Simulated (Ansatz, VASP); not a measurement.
Two plane-wave programs on Ta3H8

```
CELL_PARAMETERS angstrom
3.99711 0.00000 0.00000
0.00000 3.99711 0.00000
0.00000 0.00000 3.99711
ATOMIC_POSITIONS crystal
Ta 0.50000 0.00000 0.00000
Ta 0.00000 0.50000 0.00000
Ta 0.00000 0.00000 0.50000
H 0.66835 0.66835 0.66835
H 0.33165 0.33165 0.66835
H 0.33165 0.66835 0.33165
H 0.66835 0.33165 0.33165
H 0.66835 0.66835 0.33165
H 0.33165 0.33165 0.33165
H 0.66835 0.33165 0.66835
H 0.33165 0.66835 0.66835
```

Alike in both runs: task single point; functional PBE; k mesh 4 × 4 × 4; occupations gaussian, width 0.1 eV; no spin polarisation.

|  | VASP | Ansatz |
| --- | --- | --- |
| version | VASP 6.6.1 | Ansatz 0.2.0 |
| potentials or method | VASP PAW PBE potentials, release 64 (Ta_pv, H) | scalar-relativistic, plane waves, PAW |
| plane-wave cutoff (eV) | 520 | 420 |
| valence electrons in the cell | 41 | 47 |

|  | VASP | Ansatz | Ansatz less VASP |
| --- | --- | --- | --- |
| gap on the k mesh at the Fermi level (eV) | none | none | - |
| rms of the force components (eV/Å) | 1.079 | 1.082 | +0.0036 |

Atom by atom the forces differ by 0.004 eV/Å (rms over components). A gap of «none» marks a metal or a gap that the smearing closes. The two sets of potentials don't hold the same shells in valence.

Caveats: the k mesh is coarse (spacing up to 0.39 Å⁻¹), so the values aren't converged; forces of over 1 eV/Å show positions far from the minimum, so gaps and moduli don't describe the material at rest. Spin-orbit coupling is left out, which matters for the levels of Ta.
